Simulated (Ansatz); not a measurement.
Write the native input for Ansatz 0.2.0 that does the following.

```yaml
Task: relaxation of the atoms
Functional: LDA
Potentials_or_basis: all-electron LAPW, relativistic spinors
Basis_error_allowed: 0.001 eV/atom
k_mesh: 8 × 8 × 8
Occupations: fermi-dirac, width 0.02 eV
Spin: spin-orbit coupling, no magnetisation
```

Ge:

```
Ge
1.0
    -2.57449    2.57449    1.39741
     2.57449   -2.57449    1.39741
     2.57449    2.57449   -1.39741
Ge
2
Cartesian
  0.0144 -0.0012 1.4000
  2.5849 0.0042 0.6918
```

This isn't the form of Ge at room conditions, which is diamond.

The cell isn't the ideal one: atoms moved at random, drawn with an rms of 0.02 Å.

One way to write it, as run:

input.yaml

```yaml
crystal:
  lattice:
    - [-2.574489719, 2.574489719, 1.3974126432]
    - [2.574489719, -2.574489719, 1.3974126432]
    - [2.574489719, 2.574489719, -1.3974126432]
  atoms:
    - { symbol: Ge, position: [0.500677, 0.503704, 0.002562] }
    - { symbol: Ge, position: [0.248355, 0.74957, 0.502837] }
kpoints:
  mp_grid: { grid: [8, 8, 8] }
scf:
  occupations: { method: fermi_dirac, width: 0.02 }
hamiltonian:
  xc: lda
  pseudopotentials: { kind: all_electron, lapw: { basis_error: 0.001 } }
magnetization:
  noncollinear: true
  spin_orbit: true
output:
  forces: true
  stress: true
relax:
  f_tol: 0.01
  max_steps: 60
```

Potentials or basis: all-electron LAPW, relativistic spinors.

Run with:

```console
$ ansatz run input.yaml --threads 1 --pin off --max-ram 3072MiB --backend cpu --events-out ev --progress --plain --runs-dir out
```

It gave:

* Energy gained by relaxing: 0.0 meV/atom
* Ionic steps: 2
* Pressure after relaxing: -2.6 GPa
* Largest force after relaxing: 0.009 eV/Å

Caveat: the k mesh is thin for a metal, which can move the energy by tens of meV per atom.

Run time: 11 min on 1 thread of Intel(R) Xeon(R) Processor @ 2.70GHz (shared host), peak memory 1.4 GiB.
